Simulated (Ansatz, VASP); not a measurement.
## Rh: VASP beside Ansatz

```
Rh
1.0
     0.00000    1.98086    1.98086
     1.98086    0.00000    1.98086
     1.98086    1.98086    0.00000
Rh
1
Cartesian
  0.0000 0.0000 0.0000
```

Alike in both runs: task single point; functional PBE; k mesh 22 × 22 × 22; occupations gaussian, width 0.15 eV; no spin polarisation.

|  | VASP | Ansatz |
| --- | --- | --- |
| version | VASP 6.6.1 | Ansatz 0.2.0 |
| potentials or method | VASP PAW PBE potentials, release 64 (Rh_pv) | scalar-relativistic, plane waves, PAW |
| plane-wave cutoff (eV) | 520 | 420 |
| valence electrons in the cell | 15 | 17 |

```csv
,VASP,Ansatz,Ansatz less VASP
gap on the k mesh at the Fermi level (eV),none,none,-
pressure (GPa),-19.9,-19.9,-0.02
```

A gap of «none» marks a metal or a gap that the smearing closes. The functional is the same, so the differences come from potentials, cutoffs and numerics. The two sets of potentials don't hold the same shells in valence.

Caveats: so large a pressure means that the cell lies far from this level's equilibrium, or that cutoff or potentials fall short (VASP).
